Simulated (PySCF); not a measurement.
An unknown shows these calculated signals:

¹H NMR (500 MHz, computed): δ 3.33 (m, 4H), 1.19 (m, 6H).

¹³C{¹H} NMR (computed): δ 70.5 (CH2), 18.2 (CH3).

One conformer, no solvent model, no relativistic terms, rapidly exchanging positions averaged. PBE0-D3(BJ)/def2-SVP geometry; shieldings: GIAO B97-2/pcSseg-2; J couplings at B3LYP/pcJ-1 (without the spin–dipole term); PySCF 2.14.

δ = σ(ref) − σ, references computed at the same level: ¹H, ¹³C against TMS.

Problem. Which of these does the molecule contain: a heteroaromatic ring, an aldehyde, a Si–CH3 group, a CH3CH2 unit?

Solution. 
- A heteroaromatic ring: no.
- An aldehyde: no.
- A Si–CH3 group: no.
- A CH3CH2 unit: yes (δC 18.2, 70.5; δH 1.19 (m), 3.33 (m)).

The data belong to SMILES C(C)OCC, C₄H₁₀O; they needn't prove each group on their own.

Carbon signals by region: 1 at 50–100 ppm, 1 below 50 ppm.

Multiplet labels drop couplings under 1 Hz and merge nearly equal ones. Couplings among chemically equivalent protons are left out too, so labels in AA′BB′ or AA′XX′ sets are apparent multiplicities. Unscaled 3J(H,H) at this level run about 10 % above measured values. Shifts are as computed. Against solution values, carbons near 30 ppm lie about +4 ppm off and those near 130 ppm about +7 ppm. Of 1211 compounds with measured shifts, 218 miss one by over three times the rms of a fit or turn the order of signals round; such compounds aren't used in these exercises.
